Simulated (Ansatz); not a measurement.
NaI

Level of theory: DFT, PBE, scalar-relativistic, no spin polarisation; plane waves to 420 eV with PAW datasets (Ansatz 0.2.0), 10×10×10 k-mesh, Gaussian smearing of 0.05 eV; PAW files: Ansatz's generated set soft_2.

```yaml
crystal:
  lattice:
    - [0.00000, 3.26454, 3.26454]
    - [3.26454, 0.00000, 3.26454]
    - [3.26454, 3.26454, 0.00000]
  atoms:
    - { symbol: Na, position: [0.00000, 0.00000, 0.00000] }
    - { symbol: I, position: [0.50000, 0.50000, 0.50000] }
```

The chain of runs began from a cell as deposited in COD, expanded in volume.

The run above is the reference. The same cell was run again with other input settings; several of them aren't fit for production, so the rows show the settings' effect and aren't properties of the material.

```tsv
keys changed	outcome	ΔE (meV/atom)	P (GPa)	gap on the mesh (eV)	cell moment (μB)	largest force component (eV/Å)	SCF iterations	rough core-seconds	new warnings
none (reference)	converged	0.0	0.0	3.58	–	0.000	–	–	–
scf.mixing.preconditioner: "kerker"; scf.mixing.algorithm: "broyden"; scf.mixing.beta: 0.9; scf.mixing.ndim: 2	converged	0.0	0.0	3.58	–	0.000	7	3	–
scf.lower_state_search: "off"; basis.ecutrho_ratio: 4 → 8	converged	0.0	0.0	3.58	–	0.000	7	4	–
```

These changes also left energy (to 0.1 meV/atom), pressure, gap, moment and forces as in the reference: scf.occupations.method: "gaussian" → "methfessel_paxton"; scf.occupations.width: 0.05 → 0.1; kpoints.mp_grid.grid: [10, 10, 10] → [15, 15, 15] | scf.initial_density.chi_scale: 0.0.

ΔE is the energy with the smearing extrapolated to zero. It is left out where the change alters the Hamiltonian or the spin treatment. The varied runs start from atomic densities (corrected by the program's trained start where that serves), with the default search for lower states unless a row changes it.

What happens with these changes: hamiltonian.xc: "pbe" → "rpbe"; kpoints.mp_grid.grid: [10, 10, 10] → [15, 15, 15]; hamiltonian.pseudopotentials: {"kind": "paw", "source": "jth"}?

outcome converged, P (GPa) 1.3, gap on the mesh (eV) 3.84, largest force component (eV/Å) 0.000, SCF iterations 7, rough core-seconds 5, new warnings cutoff below recommended; radial quadrature taken.

Changing scf.initial_density.chi_scale only steers the path to self-consistency, so the energy stays within 0.5 meV/atom.

Other pseudopotential files need their own cutoff; where it is too low, pressure and moments show the cutoff and not the files.

3 further runs (cut off, refused for memory, with changed atoms or starts, or in doubt) are left out.

Of the reference: Semilocal functionals underestimate band gaps, commonly by a third or more. Spin–orbit coupling, which matters for such heavy elements, is left out.
